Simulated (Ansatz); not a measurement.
## BN (model cell, started as rocksalt type): a soft mode frozen in

Aim: this structure of BN (model cell, started as rocksalt type) is to be tested for unstable modes, and one is followed downhill.

Program: Ansatz 0.2.0. Level of theory: DFT PBEsol, scalar-relativistic, plane waves, PAW; PAW set soft_1. Results are calculated unless marked as measured.

This is a report of a sequence of runs, with most program output left out.

The structure was built from a prototype and need not be the compound's stable phase.

### Step 1. The starting structure

Symmetry: Fm-3m, No. 225, cubic system. The conventional cell has a = 3.482 Å, b = 3.482 Å, c = 3.482 Å, α = 90.00°, β = 90.00°, γ = 90.00°. Nearest to B lie 6 N at 1.74 Å. Nearest to N lie 6 B at 1.74 Å. Farther neighbours and most contacts between anions are not listed.

### Step 2. The dispersion

The cell comes from relaxations at this level that are not shown. Stability and thermal properties need the whole zone. Linear response on a 6×6×6 q mesh gives force constants as far as a supercell of that size would, and the tensors from the zone-centre run are typed in so that the long-range dipole term is interpolated apart.

Contents of input.yaml:

```yaml
crystal:
  lattice:
    - [0.0, 1.7411762025, 1.7411762025]
    - [1.7411762025, 0.0, 1.7411762025]
    - [1.7411762025, 1.7411762025, 0.0]
  atoms:
    - { symbol: B, position: [0.0, 0.0, 0.0] }
    - { symbol: "N", position: [0.5, 0.5, 0.5] }
kpoints:
  mp_grid: { grid: [12, 12, 12] }
hamiltonian:
  xc: pbesol
  pseudopotentials: { kind: paw, azcp: { folder: soft_1 }, xc_functional: pbe }
scf:
  occupations: { method: fixed }
output:
  eigenvalues: true
phonons:
  method: dfpt
  qmesh: [6, 6, 6]
  temperatures: { t_max: 1000, t_step: 50 }
  qpath:
    path:
      - [[0.0, 0.0, 0.0], [0.5, 0.0, 0.5], [0.625, 0.25, 0.625]]
      - [[0.375, 0.375, 0.75], [0.0, 0.0, 0.0], [0.5, 0.5, 0.5], [0.5, 0.25, 0.75], [0.5, 0.0, 0.5]]
    npoints: 10
  non_analytic_term:
    high_frequency_dielectric_tensor: [[8.5652, 0.0, 0.0], [0.0, 8.5652, 0.0], [0.0, 0.0, 8.5652]]
    born_effective_charges:
      - { species: B, tensor: [[3.8412, 0.0, 0.0], [0.0, 3.8412, 0.0], [0.0, 0.0, 3.8412]] }
      - { species: "N", tensor: [[-3.8412, 0.0, 0.0], [0.0, -3.8412, 0.0], [0.0, 0.0, -3.8412]] }
    source: "zone-centre run at this cell"
```

Started as:

```bash
$ ansatz run input.yaml --threads 4 --pin off --max-ram 10240MiB --backend cpu --events-out ev --progress --plain --runs-dir out
```

Wall time 78 s (4 threads of Intel Xeon Platinum 8375C at 2.90GHz (Ice Lake), shared host); peak memory 0.79 GiB; 4.7 min of CPU time.

This step gave:

* gap on the k-mesh: 1.282 eV
* volume per atom: 5.279 Å³
* sum-rule residual before enforcement: 5.27e-5 eV/Å²
* lowest frequency on the path: -685.6 cm⁻¹
* point group: m-3m
* highest frequency on the path or at a solved wavevector: 1093 cm⁻¹
* highest optical mode at the zone centre (no LO-TO term): -685.6 cm⁻¹
* lowest optical zone-centre mode: -685.6 cm⁻¹
* lowest mode on the q mesh (acoustic modes at Γ apart): -685.6 cm⁻¹

Frequencies (cm⁻¹) solved at each irreducible wavevector; negative means imaginary. Frequencies by wavevector, by row:

| q in reciprocal lattice units | star | mode 1 | mode 2 | mode 3 | mode 4 | mode 5 | mode 6 |
| --- | --- | --- | --- | --- | --- | --- | --- |
| 0 0 0 | 1 | -685.6 | -685.6 | -685.6 | 0 | 0 | 0 |
| 0 0 0.1667 | 8 | -628.9 | -628.9 | 205 | 205 | 464.6 | 981.3 |
| 0 0 0.3333 | 8 | -474.2 | -474.2 | 263.2 | 263.2 | 785.7 | 1066 |
| 0 0 -0.5 | 4 | -275.4 | -275.4 | 120.7 | 120.7 | 900.5 | 1093 |
| 0 0.1667 0.1667 | 6 | -634.1 | -634.1 | 340 | 341.8 | 341.8 | 921.1 |
| 0 0.1667 0.3333 | 24 | -547.8 | -471.6 | 300.3 | 409.1 | 643 | 948.6 |
| 0 0.1667 -0.5 | 24 | -382.7 | -122.5 | 234.4 | 350 | 844.8 | 951.5 |
| 0 0.1667 -0.3333 | 24 | -440.4 | -230.9 | -61.2 | 499.9 | 800.1 | 968.3 |
| 0 0.1667 -0.1667 | 12 | -585.9 | -496.9 | 152.2 | 510.1 | 572.3 | 978 |
| 0 0.3333 0.3333 | 6 | -527.4 | -527.4 | 401.6 | 469.2 | 469.2 | 881.3 |
| 0 0.3333 -0.5 | 24 | -445.6 | -234.2 | 143.1 | 455.8 | 640.2 | 858.7 |
| 0 0.3333 -0.3333 | 12 | -340 | -313.1 | 348.9 | 532.6 | 788.3 | 820.5 |
| 0 -0.5 -0.5 | 3 | -470 | -470 | 68.4 | 482.2 | 482.2 | 859.9 |
| 0.1667 0.3333 -0.5 | 24 | -475.5 | -191.4 | 156 | 598.1 | 640.9 | 897.3 |
| 0.1667 0.3333 -0.3333 | 24 | -314.4 | -311.2 | 386.4 | 493.3 | 810.6 | 811.7 |
| 0.1667 -0.5 -0.3333 | 12 | -410.1 | -241.3 | 257.6 | 549.4 | 668.8 | 823.4 |

Interpolated from a 6×6×6 q mesh, with the LO-TO term (at Γ the limit along the path; where Γ stands inside the path, tables give the limit on arrival). Phonon branches along the path, in cm⁻¹:

| point | branch 1 | branch 2 | branch 3 | branch 4 | branch 5 | branch 6 |
| --- | --- | --- | --- | --- | --- | --- |
| Γ | -686 | -686 | 0 | 0 | 0 | 920 |
| halfway | -594 | -594 | 416 | 432 | 432 | 904 |
| X | -470 | -470 | 68 | 482 | 482 | 860 |
| halfway | -450 | -319 | -121 | 467 | 580 | 850 |
| U | -384 | -260 | 373 | 417 | 738 | 821 |
| jump to K | -384 | -260 | 373 | 417 | 738 | 821 |
| halfway | -568 | -440 | 143 | 559 | 606 | 976 |
| Γ | -686 | -686 | 0 | 0 | 0 | 920 |
| halfway | -561 | -561 | 256 | 256 | 646 | 1031 |
| L | -275 | -275 | 121 | 121 | 900 | 1093 |
| halfway | -297 | -296 | 356 | 412 | 844 | 884 |
| W | -339 | -339 | 379 | 579 | 768 | 768 |
| halfway | -435 | -181 | -143 | 524 | 606 | 840 |
| X | -470 | -470 | 68 | 482 | 482 | 860 |

Symmetry leaves 16 wavevectors to solve. The lowest mode among them, the acoustic zeros apart, lies at Γ and is imaginary, 685.6i cm⁻¹, so the energy falls along it.

### Step 3. The mode frozen in, largest atomic shift 0 Å

The mode followed lies at Γ with frequency 685.6i cm⁻¹ and is 3-fold degenerate, the softest among the wavevectors solved. At small amplitude the distorted cell has space group no. 160 by a symmetry search on the positions. The undistorted cell that holds it gives the zero of energy on the same k mesh.

input.yaml, the sections that differ from step 2:

```yaml
scf:
  occupations: { method: gaussian, width: 0.02 }
output:
  forces: true
  stress: true
  eigenvalues: true
# crystal, kpoints, hamiltonian: as in step 2
# phonons: removed
```

Elapsed: 0.25 s, on 4 threads; peak memory 0.3 GiB.

This step gave:

```
pressure                         : 0.002024 GPa
energy from the undistorted cell : 0 meV/atom
```

At this level the gap is 1.28 eV on the k-mesh of the self-consistent run, which can miss the band edges.

### Step 4. The mode frozen in, largest atomic shift 0.6 Å

The atoms are moved along the unstable eigenvector, the largest shift by 0.6 Å, with the cell fixed.

input.yaml, the sections that differ from step 3:

```yaml
crystal:
  lattice:
    - [0.0, 1.7411762025, 1.7411762025]
    - [1.7411762025, 0.0, 1.7411762025]
    - [1.7411762025, 1.7411762025, 0.0]
  atoms:
    - { symbol: B, position: [-0.2984277189, 0.0994759063, 0.0994759063] }
    - { symbol: "N", position: [0.7303136747, 0.4232287751, 0.4232287751] }
# kpoints, hamiltonian, scf, output: as in step 3
```

Elapsed: 0.55 s, on 4 threads; peak memory 0.31 GiB; 1.7 s of CPU time.

Numbers from this step:

```yaml
pressure: 79.58 GPa
gap_on_the_k_mesh: 1.550 eV
energy_from_the_undistorted_cell: -972.5 meV/atom
```

The energy, extrapolated to zero smearing, is -972.50 meV/atom against the undistorted cell.

The run ends at a pressure of 79.58 GPa, with forces up to 2.9 eV/Å.

### Step 5. Energy along the mode, all amplitudes (two of the runs are shown above)

An imaginary frequency means negative curvature, so the energy should fall and then rise again as anharmonic terms take over.

This step gave:

```yaml
depth_at_the_lowest_point_sampled: 972.5 meV/atom
largest_atomic_shift_at_that_point: 0.6 Å
```

Energy from the parent against largest atomic shift:

```csv
largest atomic shift (Å),energy from the parent (meV/atom)
0.000,0
0.040,-13.0
0.080,-49.6
0.140,-134
0.220,-265
0.320,-427
0.450,-650
0.600,-973
```

Displacement at unit largest shift by atom:

```csv
atom,x (Å),y (Å),z (Å),size
B1,0.577,-0.577,-0.577,0.999
N2,-0.446,0.446,0.446,0.772
```

The lowest of the steps tried is the last one, at 0.6 Å, 973 meV/atom below the parent; the bottom of the well need not coincide with a step.

### Step 6. Relaxing from the distorted cell

Starting from the lowest point found, all atoms and the cell are let go, so that strain and other modes of the same symmetry can join in.

input.yaml, as its differences from that of step 4:

```diff
@@ -14,3 +14,3 @@
 scf:
-  occupations: { method: gaussian, width: 0.02 }
+  occupations: { method: fixed }
 output:
@@ -19 +19,6 @@
   eigenvalues: true
+relax:
+  adjacent_minimum: "off"
+  f_tol: 0.002
+  max_steps: 120
+  cell: { stress_tol: 0.03 }
```

Wall time 6 s (4 threads); peak memory 0.34 GiB; 21 s of CPU time.

Relaxation path:

| step | energy less that of the first step (eV) | largest force component (eV/Å) | pressure (GPa) | volume (Å³) |
| --- | --- | --- | --- | --- |
| 1 | 0.0000 | 1.6659 | 79.58 | 10.56 |
| 2 | -0.5626 | 1.3324 | 43.98 | 11.31 |
| 3 | -1.0053 | 0.9542 | 6.75 | 12.13 |
| 4 | -1.3605 | 0.2630 | -5.00 | 11.84 |
| 5 | -1.4083 | 0.0190 | 1.86 | 11.63 |
| 6 | -1.4142 | 0.0007 | 0.26 | 11.67 |
| 7 | -1.4142 | 0.0000 | 0.00 | 11.68 |
| 8* | -1.4219 | 0.0000 | 1.16 | 11.68 |
| 9 | -1.4218 | 0.0000 | 0.03 | 11.71 |
| 10* | -1.4220 | 0.0000 | 0.04 | 11.71 |
| 11 | -1.4220 | 0.0000 | 0.00 | 11.71 |
| 12* | -1.4220 | 0.0000 | 0.00 | 11.71 |

Relaxation steps marked * repeat the geometry before them on a plane-wave basis chosen anew for their cell, so energy and pressure can jump there.

Forces are held to the 6 operations that the run works with; a distortion that breaks them can't arise in this run.

```csv
cell as run,before,after,change
a (Å),2.462,2.549,+3.5 %
b (Å),2.462,2.549,+3.5 %
c (Å),2.462,2.549,+3.5 %
volume (Å³/atom),5.28,5.86,+11.0 %
```

The atoms that moved most (Å, as changes of fractional coordinates times the final cell):

| atom | dx | dy | dz | length |
| --- | --- | --- | --- | --- |
| B1 | 0.133 | -0.133 | -0.133 | 0.230 |
| N2 | -0.133 | 0.133 | 0.133 | 0.230 |

Final coordinates:

```
B N
1.0
     0.00000    1.80254    1.80254
     1.80254    0.00000    1.80254
     1.80254    1.80254    0.00000
B N
1 1
Cartesian
  0.4916 -0.4916 -0.4916
  1.3928 2.2123 2.2123
```

Numbers from this step:

```yaml
pressure: 2.60e-4 GPa
gap_on_the_k_mesh: 4.293 eV
volume_per_atom: 5.857 Å³
```

The distorted start has space group R3m; the relaxation ends in F-43m.

### Step 7. The new phase in its own primitive cell

The relaxed structure is symmetrised, reduced to its primitive cell and relaxed tightly, as its phonons need.

input.yaml, the sections that differ from step 6:

```yaml
crystal:
  lattice:
    - [0.0, 1.8025441211, 1.8025441211]
    - [1.8025441211, 0.0, 1.8025441211]
    - [1.8025441211, 1.8025441211, 0.0]
  atoms:
    - { symbol: B, position: [0.5, 0.5, 0.5] }
    - { symbol: "N", position: [0.25, 0.25, 0.25] }
kpoints:
  mp_grid: { grid: [10, 10, 10] }
relax:
  adjacent_minimum: "off"
  f_tol: 0.001
  max_steps: 60
  cell: { stress_tol: 0.01 }
# hamiltonian, scf, output: as in step 6
```

Run time: 0.47 s. Hardware: 4 threads; peak memory 0.33 GiB; 1.3 s of CPU time.

Little changed from the start: no atom moved by 0.005 Å and no cell edge by 0.1 %.

This step gave:

```yaml
pressure: 0.002288 GPa
direct_gap_on_mesh: 8.804 eV
```

The forces vanish by symmetry and the pressure is 0.002 GPa, within the tolerances set. The cell now holds 5.86 Å³/atom.

### Step 8. Modes of the new phase, k-mesh 10×10×10

A relaxed structure may still be a saddle point, so its zone-centre modes are computed. The response to a homogeneous field gives the Born charges and the dielectric tensor, and its change with displacement the Raman tensors.

input.yaml, as its differences from that of step 7:

```diff
@@ -16,9 +16,7 @@
 output:
-  forces: true
-  stress: true
   eigenvalues: true
-relax:
-  adjacent_minimum: "off"
-  f_tol: 0.001
-  max_steps: 60
-  cell: { stress_tol: 0.01 }
+phonons:
+  method: dfpt
+  dielectric: true
+  rigid_motions: translations
+  raman: true
```

Elapsed: 15 s, on 4 threads; peak memory 0.67 GiB; 54 s of CPU time.

This step gave:

```
sum-rule residual before enforcement                    : 1.41e-5 eV/Å²
miss of the charge sum rule                             : 3.63e-4 e
estimated error of the dielectric tensor                : 0.01119
estimated error of the Born charges                     : 0.006588 e
point group                                             : -43m
highest optical mode at the zone centre (no LO-TO term) : 1045 cm⁻¹
lowest optical zone-centre mode                         : 1045 cm⁻¹
mean high-frequency dielectric constant                 : 4.633
largest Born charge (third of the trace)                : 1.902 e
mean static dielectric constant                         : 6.912
top of the zone-centre spectrum with the field          : 1277 cm⁻¹
```

Without the LO-TO term. Patterns of degenerate modes are one choice out of their space. Modes at Γ, with each element's share of the kinetic energy:

```
mode  frequency (cm⁻¹)  symmetry  B %  N %
   1               0.0  acoustic   44   56
   2               0.0  acoustic   44   56
   3               0.0  acoustic   44   56
   4            1045.2        T2   56   44
   5            1045.2        T2   56   44
   6            1045.2        T2   56   44
```

Displacements in mode 4 (1045.2 cm⁻¹), the largest set to 1:
```
B1   0.00  0.00  1.00
N2   0.00  0.00 -0.77
```

Optical modes at the zone centre, without and with the macroscopic field of the longitudinal modes; each column is sorted by frequency, so a row need not hold one and the same mode. Modes with and without the field, by row:

```csv
rank among optical modes,no field (cm⁻¹),"q along (1, 0, 0) (cm⁻¹)"
1,1045,1045
2,1045,1045
3,1045,1277
```

Born charge (rows field, columns displacement) (e), principal values of the symmetric part by kind of site:

```csv
atom,atoms with these values,low,middle,high,mean
B1,1,1.90,1.90,1.90,1.90
N2,1,-1.90,-1.90,-1.90,-1.90
```

In full for B1:

```
1.90 0.00 0.00
0.00 1.90 0.00
0.00 0.00 1.90
```

High-frequency dielectric tensor:

```
4.63 0.00 0.00
0.00 4.63 0.00
0.00 0.00 4.63
```

Static dielectric tensor (ions relaxed, fixed cell):

```
6.91 0.00 0.00
0.00 6.91 0.00
0.00 0.00 6.91
```

Transverse modes. Lines of the infrared spectrum (strongest = 100):

```csv
position (cm⁻¹),label,relative intensity
1045,T2,100
```

Activity x (w_L - w)^4 (n + 1)/w, 532 nm, 300 K; modes without the macroscopic field alone. Lines of the Raman spectrum (strongest = 100):

| position (cm⁻¹) | label | relative intensity |
| --- | --- | --- |
| 1045 | T2 | 100 |

Before it was imposed, the acoustic sum rule was missed by 1.4e-5 eV/Å² and the charge sum rule by 3.6e-4 e. Small misses are needed for a sound result but don't prove that mesh and cutoff are converged. The lowest optical mode is real, 1045 cm⁻¹.

### Step 9. Outcome

| Quantity | Value |
| --- | --- |
| unstable mode of the parent | q = (0, 0, 0), 686i cm⁻¹ |
| depth at the lowest point sampled | 973 meV/atom |
| largest atomic shift at that point | 0.6 Å |
| space group reached (within 0.01 Å) | F-43m |
| energy gained over the parent (first relaxation, on the mesh of the frozen mode) | 1684 meV/atom |
| volume per atom, phase reached | 5.86 Å³ |
| gap on the k-mesh, phase reached | 4.29 eV |
| lowest optical zone-centre mode, phase reached | 1045 cm⁻¹ |
| highest optical mode at the zone centre (no LO-TO term), phase reached | 1045 cm⁻¹ |

Along this mode the structure falls into F-43m, 1684 meV/atom below the parent. At the parent's cell the well is 972.5 meV/atom deep on the steps tried, with its lowest point at a shift of 0.6 Å. That is the last step tried, so the steps alone don't bracket the bottom of the well. Relaxing atoms and cell changes the gain by +711.02 meV/atom against the lowest step (energies at zero smearing). The new phase has no imaginary mode at the zone centre of its cell; other wavevectors were not checked. Of the 4 patterns followed to their end from this parent, this one reaches the lowest energy. Each path keeps the symmetry of its pattern, so a lower phase may lie along a pattern not tried. The PAW files were made for PBE and serve the other functionals too. The starting cell was built on a prototype and not taken from a measurement, so the phase need not exist.

[Logs are printed without paths, hosts, clocks, repeated set-up lines and the standing remarks that a program may print on its own settings, such as how far it seeks lower states.]

[Hosts, paths, dates, database ids (printed as entryN), source tags and the programs' standing remarks are cut or masked in the printed files.]
